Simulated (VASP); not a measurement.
# LiS2: single point with PBE

Sheet: LiS2, a sheet with vacuum.

```xyz
6
Lattice="5.0905 0.0000 0.0000 0.0000 5.0905 0.0000 0.0000 0.0000 31.2694" Properties=species:S:1:pos:R:3 pbc="T T T"
Li    5.0905    0.0000   10.1321
Li    5.0905    0.0000    5.8679
S     0.0000    2.5453    8.0000
S     2.5453    5.0905    8.0000
S     2.5453    2.5453    8.0000
S     5.0905    5.0905    8.0000
```

The cell was built by a generator and needn't be a form met in nature.

- Program: VASP 6.6.1
- Task: single point
- Functional: PBE
- Potentials or basis: VASP PAW PBE potentials, release 64 (Li_sv, S)
- Cutoff: 520 eV
- k mesh: 8 × 8 × 1
- Occupations: gaussian, width 0.1 eV
- Spin: no spin polarisation
- Dipole correction: yes
- Further INCAR settings: ALGO = Fast; EDIFF = 1e-06; NBANDS = 24

```yaml
Largest_force: 0.036 eV/Å
Band_gap_on_the_k_mesh: none (metal or under the smearing width)
```

Forces on the atoms (eV/Å):
```
Li   0.000  0.000 -0.036
Li   0.000  0.000  0.036
S    0.000  0.000  0.000
S    0.000  0.000  0.000
S    0.000  0.000  0.000
S    0.000  0.000  0.000
```

Levels at points of the mesh, in eV from the Fermi level:
| k point | band 12 | band 13 | band 14 | band 15 | band 16 | band 17 | band 18 | band 19 |
| --- | --- | --- | --- | --- | --- | --- | --- | --- |
| (0.00, 0.00, 0.00) | -2.32 | -1.81 | -0.17 | 0.04 | 0.43 | 1.56 | 1.71 | 2.02 |
| (0.50, 0.00, 0.00) | -2.46 | -1.46 | -0.69 | -0.36 | -0.20 | 0.86 | 1.07 | 1.58 |
| (0.50, 0.50, 0.00) | -2.03 | -2.03 | -1.84 | -1.36 | -1.15 | -1.15 | -1.07 | 1.83 |

Wall time 5.8 min on 1 thread of Intel(R) Xeon(R) 6975P-C (Granite Rapids), with other jobs on the host, peak memory 0.84 GiB.
